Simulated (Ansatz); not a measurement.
SnO:

```xyz
4
Lattice="3.8137 0.0000 0.0000 0.0000 3.8137 0.0000 0.0000 0.0000 4.8869" Properties=species:S:1:pos:R:3 pbc="T T T"
Sn    1.9068    0.0000    3.7367
Sn    0.0000    1.9068    1.1503
O     0.0000    0.0000    0.0000
O     1.9068    1.9068    0.0000
```

The cell is a database's computed one.

Base run:

- Program: Ansatz 0.2.0
- Functional: PBEsol
- Potentials or basis: all-electron LAPW, non-relativistic
- Cutoff: 318 eV (chosen from the basis error)
- Basis error allowed: 0.002 eV/atom
- k mesh: 7 × 7 × 6
- Occupations: fermi-dirac, width 0.05 eV
- Spin: no spin polarisation

Its results: pressure -1.9 GPa; largest force 0.290 eV/Å.

The run is repeated on the same cell with these changes: potentials or basis from all-electron LAPW, non-relativistic to all-electron LAPW, scalar-relativistic. What comes out?

Pressure -0.6 GPa; largest force 0.071 eV/Å.

Caveats: relativity is left out, which matters for the heavier elements (some runs).
